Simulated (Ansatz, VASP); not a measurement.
SiC (Moissanite 3C): VASP beside Ansatz

```
Si C
1.0
     0.00000    2.17900    2.17900
     2.17900    0.00000    2.17900
     2.17900    2.17900    0.00000
Si C
1 1
Direct
  0.00000 0.00000 0.00000
  0.25000 0.25000 0.25000
```

Alike in both runs: task relaxation of cell and atoms; functional RPBE; k mesh 8 × 8 × 8; no spin polarisation.

```csv
,VASP,Ansatz
version,VASP 6.6.1,Ansatz 0.2.0
potentials or method,"VASP PAW PBE potentials, release 64 (Si, C)","plane waves, PAW"
plane-wave cutoff (eV),600,490
occupations,"gaussian, width 0.01 eV",fixed
valence electrons in the cell,8,8
```

Ansatz gave:

| Item | Value |
| --- | --- |
| relaxed volume (Å³/atom) | 10.66 |
| relaxed cell length with the largest relative difference (Å) | 3.112 |
| energy change over the relaxation (meV/atom) | -6 |

Q: Which values does VASP return?

A: Relaxed volume (Å³/atom): 10.63; relaxed cell length with the largest relative difference (Å): 3.110; energy change over the relaxation (meV/atom): -5.

Ansatz warned: «force_scf_threshold_loose».

Caveats: the PAW data sets were made with another functional, which shifts forces and pressure a little (VASP). Zero-point motion and thermal expansion aren't in these numbers. A k mesh can miss the band edges.
